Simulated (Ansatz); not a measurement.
Ta2N in Ansatz: the effect of functional

The system is Ta2N.

```xyz
3
Lattice="3.1538 0.0000 0.0000 -1.5769 2.7313 0.0000 0.0000 0.0000 4.9339" Properties=species:S:1:pos:R:3 pbc="T T T"
Ta    0.0000    1.8209    1.2567
Ta    1.5769    0.9104    3.6772
N     0.0000    0.0000    0.0000
```

The cell comes from a database or a generator and needn't be the stable form of this composition.

The cell isn't the ideal one: volume scaled by 1.04.

Alike in all runs:

- Program: Ansatz 0.2.0
- Task: single point
- Potentials or basis: Ansatz PAW
- k mesh: 10 × 10 × 6
- Occupations: fermi-dirac, width 0.05 eV
- Spin: no spin polarisation

Problem. One run gave: pressure -23.5 GPa; largest force 0.64 eV/Å. Which functional did it use?
A. LDA
B. PBEsol
C. r2SCAN

Solution. A.

```tsv
functional	cutoff	pressure (GPa)	largest force (eV/Å)
LDA	420 eV (not typed: the program's choice for these potentials)	-23.5	0.64
PBEsol	420 eV (not typed: the program's choice for these potentials)	-18.5	0.49
r2SCAN	500 eV (not typed: the program's choice for these potentials)	-15.2	0.10
```

Caveats: the PAW data sets come from PBE, with cores solved anew for the run's functional, which leaves a small shift of forces and pressure.
